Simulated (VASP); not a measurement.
# MoP (P-6m2) in VASP: notebook

Runs on MoP. Level: PBEsol. Tasks: relaxation of cell and atoms.

Program: VASP 6.6.1. These are calculated values, not measurements. Logs are shortened: lines on timing, memory, paths and dates and some standing lists are left out, and cuts for length are marked.

## Step 1: The crystal as given

The structure is hexagonal, space group P-6m2 (No. 187). Conventional cell: a = 3.223 Å, b = 3.223 Å, c = 3.191 Å, α = 90.00°, β = 90.00°, γ = 120.00°. Mo (site symmetry -6m2) has 6 P at 2.45 Å as nearest neighbours. P (site symmetry -6m2) is surrounded by 6 Mo at 2.45 Å.

## Step 2: Relaxation of cell and atoms, PBEsol, target pressure 5 GPa, at which the enthalpy is minimised

The input, INCAR:

```
SYSTEM = MoP
PREC = Accurate
ENCUT = 600
EDIFF = 1E-7
ISMEAR = -1
SIGMA = 0.05
LREAL = .FALSE.
LASPH = .TRUE.
NELM = 60
ALGO = Fast
ISIF = 3
LWAVE = .FALSE.
LCHARG = .FALSE.
GGA = PS
IBRION = 2
NSW = 40
EDIFFG = -0.01
PSTRESS = 50
```

The input, KPOINTS:

```
Automatic mesh
0
G
  10 10 8
  0 0 0
```

The input, POSCAR:

```
MoP
1.0
    3.2230000000      0.0000000000      0.0000000000
   -1.6115000000      2.7911998764      0.0000000000
    0.0000000000      0.0000000000      3.1910000000
Mo P
1 1
Direct
    0.0000000000      0.0000000000      0.0000000000
    0.3333333333      0.6666666667      0.5000000000
```

Potentials or basis: VASP PAW PBE potentials, release 64 (Mo_sv, P).

On the command line:

```console
cat potpaw_PBE.64/Mo_sv/POTCAR potpaw_PBE.64/P/POTCAR > POTCAR
mpirun -np 1 vasp_std > vasp.out
```

OUTCAR:

```text
SYSTEM = MoP
   PREC = Accurate
   ENCUT = 600
   EDIFF = 1E-7
   ISMEAR = -1
   LREAL = .FALSE.
   LASPH = .TRUE.
   NELM = 60
   ISIF = 3
   GGA = PS
   IBRION = 2
   NSW = 40
   EDIFFG = -0.01
   PSTRESS = 50

 ion  position               nearest neighbor table
   1  0.000  0.000  0.000-   2 2.45   2 2.45   2 2.45   2 2.45   2 2.45   2 2.45
   2  0.333  0.667  0.500-   1 2.45   1 2.45   1 2.45   1 2.45   1 2.45   1 2.45

  LATTYP: Found a hexagonal cell.
 ALAT       =     3.2230000000
 C/A-ratio  =     0.9900713621

  Lattice vectors:

 A1 = (   3.2230000000,   0.0000000000,   0.0000000000)
 A2 = (  -1.6115000000,   2.7911998764,   0.0000000000)
 A3 = (   0.0000000000,   0.0000000000,   3.1910000000)

Analysis of symmetry for initial positions (statically):
=====================================================================
 Subroutine PRICEL returns:
 Original cell was already a primitive cell.

 Routine SETGRP: Setting up the symmetry group for a
 hexagonal supercell.

 Subroutine GETGRP returns: Found 12 space group operations
 (whereof 12 operations were pure point group operations)
 out of a pool of 24 trial point group operations.

The static configuration has the point symmetry D_3h.

Analysis of symmetry for dynamics (positions and initial velocities):
=====================================================================
 Subroutine PRICEL returns:
 Original cell was already a primitive cell.

 Routine SETGRP: Setting up the symmetry group for a
 hexagonal supercell.

 Subroutine GETGRP returns: Found 12 space group operations
 (whereof 12 operations were pure point group operations)
 out of a pool of 24 trial point group operations.

The dynamic configuration has the point symmetry D_3h.

 Subroutine INISYM returns: Found 12 space group operations
 (whereof 12 operations are pure point group operations),
 and found     1 'primitive' translations

----------------------------------------------------------------------------------------

                                     Primitive cell

  volume of cell :      28.7064

  direct lattice vectors                    reciprocal lattice vectors
     3.223000000  0.000000000  0.000000000     0.310269935  0.179134430  0.000000000
    -1.611500000  2.791199876  0.000000000     0.000000000  0.358268861  0.000000000
     0.000000000  0.000000000  3.191000000     0.000000000  0.000000000  0.313381385

  length of vectors
     3.223000000  3.223000000  3.191000000     0.358268861  0.358268861  0.313381385

  position of ions in fractional coordinates (direct lattice)
     0.000000000  0.000000000  0.000000000
     0.333333333  0.666666667  0.500000000

  ion indices of the primitive-cell ions
   primitive index   ion index
                 1           1
                 2           2

----------------------------------------------------------------------------------------

 KPOINTS: Automatic mesh

Automatic generation of k-mesh.
 Grid dimensions read from file:
 generate k-points for:   10   10    8

 Generating k-lattice:

  Cartesian coordinates                     Fractional coordinates (reciprocal lattice)
     0.031026993  0.017913443  0.000000000     0.100000000 -0.000000000  0.000000000
     0.000000000  0.035826886  0.000000000     0.000000000  0.100000000  0.000000000
     0.000000000  0.000000000  0.039172673     0.000000000  0.000000000  0.125000000

  Length of vectors
     0.035826886  0.035826886  0.039172673

  Shift w.r.t. Gamma in fractional coordinates (k-lattice)
     0.000000000  0.000000000  0.000000000

 Subroutine IBZKPT returns following result:
 ===========================================

 Found     70 irreducible k-points:

 Following reciprocal coordinates:
            Coordinates               Weight
  0.000000  0.000000  0.000000      1.000000
  0.100000 -0.000000  0.000000      6.000000
  0.200000 -0.000000  0.000000      6.000000
  0.300000 -0.000000  0.000000      6.000000
  0.400000  0.000000  0.000000      6.000000
  0.500000 -0.000000  0.000000      3.000000
[... 16 lines left out ...]
  0.300000  0.100000  0.125000     24.000000
  0.400000  0.100000  0.125000     24.000000
 [... further k-points ...]
   k-points           NKPTS =     70   k-points in BZ     NKDIM =     70   number of bands    NBANDS=     13
   number of dos      NEDOS =    301   number of ions     NIONS =      2
   total plane-waves  NPLWV =  21952
   dimension x,y,z NGX =    28 NGY =   28 NGZ =   28
   dimension x,y,z NGXF=    56 NGYF=   56 NGZF=   56
   ions per type =               1   1
   NGX,Y,Z   is equivalent  to a cutoff of  14.44, 14.44, 14.59 a.u.
   NGXF,Y,Z  is equivalent  to a cutoff of  28.89, 28.89, 29.18 a.u.
 SYSTEM =  MoP
   PREC   = accura    normal or accurate (medium, high low for compatibility)
   ISTART =      0    job   : 0-new  1-cont  2-samecut
   ICHARG =      2    charge: 1-file 2-atom 10-const
   ISPIN  =      1    spin polarized calculation?
   LNONCOLLINEAR =      F non collinear calculations
   LSORBIT =      F    spin-orbit coupling
   LASPH  =      T    aspherical Exc in radial PAW
   ENCUT  =  600.0 eV  44.10 Ry    6.64 a.u.   6.44  6.44  6.37*2*pi/ulx,y,z
   NELM   =     60;   NELMIN=  2; NELMDL= -5     # of ELM steps
   EDIFF  = 0.1E-06   stopping-criterion for ELM
   LREAL  =      F    real-space projection
   EDIFFG = -.1E-01   stopping-criterion for IOM
   NSW    =     40    number of steps for IOM
   IBRION =      2    ionic relax: 0-MD 1-quasi-New 2-CG
   NFREE  =      1    steps in history (QN), initial steepest desc. (CG)
   ISIF   =      3    stress and relaxation
   ISYM   =      2    0-nonsym 1-usesym 2-fastsym
   POTIM  = 0.5000    time-step for ionic-motion
   TEBEG  =    0.0;   TEEND  =   0.0 temperature during run
   PSTRESS=   50.0 pullay stress
   NELECT =      19.0000    total number of electrons
   NUPDOWN=      -1.0000    fix difference up-down
   EMIN   =  10.00;   EMAX   =-10.00  energy-range for DOS
   EFERMI =   0.00;   METHOD = LEGACY
   ISMEAR =    -1;   SIGMA  =   0.05  broadening in eV -4-tet -1-fermi 0-gaus
   EFERMI_NEDOS =   21; number of points for ismear=-14 and -15
   IALGO  =     68    algorithm
   IMIX   =      4    mixing-type and parameters
     AMIX     =   0.40;   BMIX     =  1.00
     AMIX_MAG =   1.60;   BMIX_MAG =  1.00
  volume/ion in A,a.u.               =      14.35        96.86
  Fermi-wavevector in a.u.,A,eV,Ry     =   1.426702  2.696076 27.694378  2.035479
  Thomas-Fermi vector in A             =   2.546951
   LORBIT       =      0    0 simple, 1 ext, 2 COOP (PROOUT), +10 PAW based schemes
   GGA     = PS    functional components
   LHFCALC =     F    Hartree Fock is set to
   AEXX    =    0.0000 exact exchange contribution
   IVDW    =     0    specifies the selected vdW correction
   LEPSILON=     F    determine dielectric tensor
   LRPA    =     F    only Hartree local field effects (RPA)
 conjugate gradient relaxation of ions
 non-spin polarized calculation
 RMM-DIIS sequential band-by-band and
  energy-cutoff  :      600.00
  volume of cell :       28.71
 maximum number of plane-waves:       974
 NGX is ok and might be reduce to    28
   NGX = 13   NGY = 13   NGZ = 13

--------------------------------------- Ionic step        1  -------------------------------------------

 number of electron      18.9999999 magnetization

 Free energy of the ion-electron system (eV)
  ---------------------------------------------------
  ext. energy  EPLUGINS =         0.00000000
  ---------------------------------------------------
  free energy    TOTEN  =       -19.05831242 eV

  energy without entropy =      -19.05415568  energy(sigma->0) =      -19.05623405

------------------------ aborting loop because EDIFF is reached ----------------------------------------

  FORCE on cell =-STRESS in cart. coord.  units (eV):
  Direction    XX          YY          ZZ          XY          YZ          ZX
  --------------------------------------------------------------------------------------
  -------------------------------------------------------------------------------------
  Total       -0.5646869     -0.5646869     -0.7693551      0.0000000     -0.0000000      0.0000000
  in kB      -31.5166644    -31.5166644    -42.9397381      0.0000000     -0.0000000      0.0000000
  external PRESSURE =     -85.3243556 kB  Pullay stress =      50.0000000 kB
[... 289 lines left out ...]
  enthalpy is  TOTEN    =       -18.1896013427 eV   P V=        0.8658113189

--------------------------------------- Ionic step        9  -------------------------------------------

 number of electron      19.0000001 magnetization

 Free energy of the ion-electron system (eV)
  ---------------------------------------------------
  ext. energy  EPLUGINS =         0.00000000
  ---------------------------------------------------
  free energy    TOTEN  =       -19.05434251 eV

  energy without entropy =      -19.05047423  energy(sigma->0) =      -19.05240837

 E-fermi :  12.3629     XC(G=0): -12.8928

 val. band max:       12.3058223675   @ k =   0.3000  -0.0000   0.3750
 cond. band min:      12.3910220391   @ k =   0.2000  -0.0000   0.0000
 fundamental gap:      0.0851996716
 Fermi energy:        12.3629048043

 k-point     1 :       0.0000    0.0000    0.0000
  band No.  band energies     occupation
      1     -48.6955      2.00000
      2     -22.9013      2.00000
      3     -22.6584      2.00000
      4     -22.6584      2.00000
      5      -1.7968      2.00000
      6       7.9289      2.00000
      7       8.9647      2.00000
      8       8.9647      2.00000
      9      11.6747      2.00000
     10      12.6710      0.00421
     11      12.6710      0.00421
     12      16.6920      0.00000
     13      16.6920      0.00000
[... 353 lines left out ...]
 k-point    24 :       0.4000    0.1000    0.1250
  band No.  band energies     occupation
      1     -48.6523      2.00000
      2     -23.0301      2.00000
      3     -22.8911      2.00000
      4     -22.7671      2.00000
      5       1.0327      2.00000
      6       5.1835      2.00000
      7       7.7006      2.00000
      8       8.9043      2.00000
      9      10.1275      2.00000
     10      12.7713      0.00057
     11      14.2324      0.00000
     12      14.6735      0.00000
     13      16.8667      0.00000

 [... further k-points ...]

------------------------ aborting loop because EDIFF is reached ----------------------------------------

  FORCE on cell =-STRESS in cart. coord.  units (eV):
  Direction    XX          YY          ZZ          XY          YZ          ZX
  --------------------------------------------------------------------------------------
  -------------------------------------------------------------------------------------
  Total        0.8670420      0.8670420      0.8651689      0.0000000      0.0000000      0.0000000
  in kB       50.1352925     50.1352925     50.0269798      0.0000000      0.0000000      0.0000000
  external PRESSURE =       0.0991883 kB  Pullay stress =      50.0000000 kB
[... 17 lines left out ...]
  FREE ENERGIE OF THE ION-ELECTRON SYSTEM (eV)
  ---------------------------------------------------
  free  energy   TOTEN  =       -19.0543425140 eV

  energy  without entropy=      -19.0504742311  energy(sigma->0) =      -19.05240837

  enthalpy is  TOTEN    =       -18.1896402409 eV   P V=        0.8647022732

 reached required accuracy - stopping structural energy minimisation
```

It took 1.9 min on 1 thread of Intel Xeon Platinum 8488C (Sapphire Rapids), shared host; peak memory 0.19 GiB.

Results:

| Item | Value |
| --- | --- |
| Free energy | -19.0543 eV |
| Relaxed volume | 13.85 Å³/atom |
| Relaxed cell | a = 3.182 Å, b = 3.182 Å, c = 3.161 Å, α = 90.00°, β = 90.00°, γ = 120.00° |
| Space group after relaxing (to 0.05 Å) | P-6m2 (No. 187) |
| Energy change on relaxing (the enthalpy is what falls) | +2.0 meV/atom |
| Ionic steps | 9 |
| Pressure after relaxing | 5.0 GPa |
| Band gap on the k mesh | none (metal or under the smearing width) |

Step by step:
```tsv
step	energy change (eV)	largest force (eV/Å)	pressure (GPa)	volume (Å³)
1	0.0000	0.0000	-3.53	28.71
2	0.2201	0.0000	29.59	25.65
3	0.0027	0.0000	4.69	27.76
4	0.0035	0.0000	4.94	27.74
5	0.0041	0.0000	5.11	27.72
6	0.0046	0.0000	5.17	27.69
7	0.0045	0.0000	5.18	27.69
8	0.0029	0.0000	4.65	27.74
9	0.0040	0.0000	5.01	27.71
```

Final structure:
```yaml
crystal:
  lattice:
    - [3.18152, 0.00000, 0.00000]
    - [-1.59076, 2.75528, 0.00000]
    - [0.00000, 0.00000, 3.16087]
  atoms:
    - { symbol: Mo, position: [0.00000, 0.00000, 0.00000] }
    - { symbol: P, position: [0.33333, 0.66667, 0.50000] }
```

Levels at points of the mesh, in eV from the Fermi level:
```csv
k point,band 8,band 9,band 10,band 11,band 12,band 13
"(0.00, 0.00, 0.00)",-3.40,-0.69,0.31,0.31,4.33,4.33
"(0.50, 0.00, 0.00)",-3.96,-1.22,-0.44,1.83,2.55,4.80
"(0.00, 0.00, 0.50)",-2.79,-1.77,-1.77,1.38,3.04,3.04
"(0.50, 0.00, 0.50)",-4.56,-1.08,1.56,1.94,3.76,5.30
```

Caveat: the cell is relaxed towards a set pressure, so the enthalpy falls and the energy may rise; the PAW data sets were made with another functional, which shifts forces and pressure a little.

(Continued in part 2 of 2.)
